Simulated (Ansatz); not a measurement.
# CaF2: properties at the relaxed cell

One table from this session's results is given with a row withheld; the runs are named, their logs left out.

Method: DFT r2SCAN, scalar-relativistic, plane waves, PAW, in Ansatz 0.2.0.

1 further run of the same task is left out (set aside as unsound or not needed).

**The structure to begin with**

It takes space group Fm-3m (No. 225, cubic). Conventional cell: a = 5.439 Å, b = 5.439 Å, c = 5.439 Å, α = 90.00°, β = 90.00°, γ = 90.00°. Around Ca (site symmetry m-3m) lie 8 F at 2.36 Å. F (site symmetry -43m) is surrounded by 4 Ca at 2.36 Å.

As a file:

```cif
data_structure
_symmetry_space_group_name_H-M 'Fm-3m'
_symmetry_Int_Tables_number 225
_cell_length_a 5.4389
_cell_length_b 5.4389
_cell_length_c 5.4389
_cell_angle_alpha 90.000
_cell_angle_beta 90.000
_cell_angle_gamma 90.000
_cell_volume 160.89
loop_
_atom_site_label
_atom_site_type_symbol
_atom_site_symmetry_multiplicity
_atom_site_Wyckoff_symbol
_atom_site_fract_x
_atom_site_fract_y
_atom_site_fract_z
_atom_site_occupancy
Ca1 Ca 4 a 0.00000 0.00000 0.00000 1
F1 F 8 c 0.25000 0.75000 0.75000 1
```

This cell was relaxed beforehand with the same method: volume 13.41 Å³/atom, gap on the mesh 8.03 eV.

Set-up of the first run:

input.yaml reads:

```yaml
crystal:
  lattice:
    - [0.0, 2.7194515596, 2.7194515596]
    - [2.7194515596, 0.0, 2.7194515596]
    - [2.7194515596, 2.7194515596, 0.0]
  atoms:
    - { symbol: Ca, position: [0.0, 0.0, 0.0] }
    - { symbol: F, position: [0.25, 0.25, 0.25] }
    - { symbol: F, position: [0.75, 0.75, 0.75] }
basis:
  ecutwfc: 500
kpoints:
  mp_grid: { grid: [8, 8, 8] }
  band_path:
    path:
      - [[0.0, 0.0, 0.0], [0.5, 0.0, 0.5], [0.625, 0.25, 0.625]]
      - [[0.375, 0.375, 0.75], [0.0, 0.0, 0.0], [0.5, 0.5, 0.5], [0.5, 0.25, 0.75], [0.5, 0.0, 0.5]]
    npoints: 14
hamiltonian:
  xc: r2scan
scf:
  occupations: { method: gaussian, width: 0.02 }
  n_extra_bands: 7
output:
  forces: true
  stress: true
  eigenvalues: true
  populations: true
  dos: { projected: true, de: 0.02, nscf_kmesh: { grid: [12, 12, 12] } }
  bader: true
  write_density: true
  write_potential: true
  elf: true
  volumetric_format: npy
```

Run with:

```sh
$ ansatz run input.yaml --threads 1 --pin off --max-ram 2560MiB --backend cpu --events-out ev --progress --plain --runs-dir out
```

Among the steps run: Bands, states and charges; Seeking the band edges over the whole zone; Eigenvalues a small step from each edge; The cell as listed, for comparison; Optical spectrum; Volume × 0.97; Volume × 1.03; Volume × 0.94; The cell scaled to 1.06 of its volume; Volume × 0.91; The cell scaled to 1.10 of its volume; Point at V/V0 = 0.88.

One table of the session follows, with a row left open; its other results are not shown here.

It belongs to the step «Fit of the equation of state». 

| volume (Å³/atom) | energy above the lowest point (meV/atom) | pressure (GPa) | gap on the mesh (eV) |
| --- | --- | --- | --- |
| 11.799 | 68.4 | 15.29 | 8.84 |
| 12.201 | 36.2 | 10.46 | 8.62 |
| 12.603 | 15.2 | 6.39 | 8.41 |
| 13.005 | 3.6 | 2.94 | 8.22 |
| 13.408 | 0.0 | 0.01 | 8.03 |
| 13.810 | ? | ? | ? |
| 14.212 | 12.1 | -4.56 | 7.69 |
| 14.748 | 31.3 | -6.88 | 7.48 |

Estimate the missing values for volume (Å³/atom) = 13.810.

Worked estimate for «energy above the lowest point (meV/atom)». A straight line through the neighbours (13.408, 0.0) and (14.212, 12.1) gives 0.0 + (12.1 − 0.0) × (13.810 − 13.408) / (14.212 − 13.408) = 6.1; a parabola fitted to 4 rows on both sides gives 3.3.

As computed: energy above the lowest point (meV/atom): 3.2; pressure (GPa): -2.46; gap on the mesh (eV): 7.86. In «energy above the lowest point (meV/atom)» the line misses by +2.9 and the parabola by +0.1.

Caveats from the session: The absorption edge (8.4 eV along x) is to be set beside the least direct gap on the SCF mesh, 8.29 eV; the indirect gap of 8.03 eV gives no absorption without phonons.
